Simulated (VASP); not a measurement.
A run of VASP 6.6.1 is set up as follows.

The input INCAR:

```
PREC = Accurate ; ENCUT = 520
EDIFF = 1E-6 ; ISMEAR = -5
SIGMA = 0.05 ; LREAL = False
LASPH = True ; NELM = 60
ALGO = Fast ; ISIF = 2
LWAVE = False ; LCHARG = False
LDIPOL = True ; IDIPOL = 3
DIPOL = 0.5 0.5 0.500 ; GGA = PS
IVDW = 12 ; LOPTICS = True
NBANDS = 65 ; NEDOS = 2000
CSHIFT = 0.05
```

KPOINTS

```
Automatic mesh
0
Gamma
  12 12 1
```

Contents of POSCAR:

```
Cu
1.0
    2.5340966698      0.0000000000      0.0000000000
   -1.2670483349      2.1945920917      0.0000000000
    0.0000000000      0.0000000000     25.2814275000
Cu
6
Direct
    0.6666666700      0.3333333400      0.2966604635
    0.3333333300      0.6666666600      0.3779962781
    0.6666666700      0.3333333400      0.4593320927
    0.3333333300      0.6666666600      0.5406679073
    0.6666666700      0.3333333400      0.6220037219
    0.3333333300      0.6666666600      0.7033395365
```

Potentials or basis: VASP PAW PBE potentials, release 64 (Cu).

Command:

```sh
$ cat potpaw_PBE.64/Cu/POTCAR > POTCAR
$ mpirun -np 1 vasp_std > vasp.out
```

Predict the dispersion energy per atom.

-0.427 eV.

Estimate the largest force.

0.227 eV/Å.

What does it give for the band gap on the k mesh?

None (metal or under the smearing width).

Forces on the atoms (eV/Å):
```
Cu   0.000  0.000  0.227
Cu   0.000  0.000  0.019
Cu   0.000  0.000 -0.002
Cu   0.000  0.000  0.002
Cu   0.000  0.000 -0.019
Cu   0.000  0.000 -0.227
```

Caveat: the PAW data sets were made with another functional, which shifts forces and pressure a little; tetrahedron occupations give inexact forces and stress in metals.
